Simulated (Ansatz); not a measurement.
Write the native input for Ansatz 0.2.0 that does the following.

* Task: single point
* Functional: PBE
* Potentials or basis: Ansatz PAW
* Cutoff: 420 eV (not typed: the program's choice for these potentials)
* k mesh: 10 × 10 × 10
* Occupations: gaussian, width 0.027 eV
* Spin: collinear spin, ferromagnetic start
* Starting moments: [2.0, 0.0] μB

The system is CoO.

```
Co O
1.0
     0.00000    2.34364    2.34364
     2.34364    0.00000    2.34364
     2.34364    2.34364    0.00000
Co O
1 1
Direct
  0.00000 0.00000 0.00000
  0.25000 0.25000 0.25000
```

Measurements of this composition are mostly on another form, of space group No. 225.

The input as run:

input.yaml

```yaml
crystal:
  lattice:
    - [0.0, 2.34364184, 2.34364184]
    - [2.34364184, 0.0, 2.34364184]
    - [2.34364184, 2.34364184, 0.0]
  atoms:
    - { symbol: Co, position: [0.0, 0.0, 0.0], spin: 2.0 }
    - { symbol: O, position: [0.25, 0.25, 0.25] }
hamiltonian:
  xc: pbe
  pseudopotentials: { kind: paw }
magnetization:
  spin_polarized: true
kpoints:
  mp_grid: { grid: [10, 10, 10] }
scf:
  occupations: { method: gaussian, width: 0.027 }
output:
  forces: true
  stress: true
  eigenvalues: true
  write_density: true
  write_potential: true
  elf: true
  volumetric_format: npy
```

Potentials or basis: Ansatz PAW.

The run is started by

```sh
$ ansatz run input.yaml --threads 2 --pin off --max-ram 5632MiB --backend cpu --events-out ev --progress --plain --runs-dir out
```

Results of the run:

- Pressure: -12.2 GPa
- Band gap on the k mesh: none (metal or under the smearing width)
- Net moment: 2.99 μB per cell
- Absolute moment: 2.99 μB per cell
- Site moments: Co +2.42; O +0.34 μB

Caveat: the pressure holds a Pulay correction of +0.6 GPa for the finite cutoff; a cell with one magnetic atom can't hold antiferromagnetic order, which such compounds often take; semilocal functionals often make such compounds metallic where correlation or magnetic order opens a gap, which also shifts bond lengths.

Wall time 5.8 s on 2 threads of Intel(R) Xeon(R) Processor @ 2.70GHz, with other jobs on the host, peak memory 0.36 GiB.
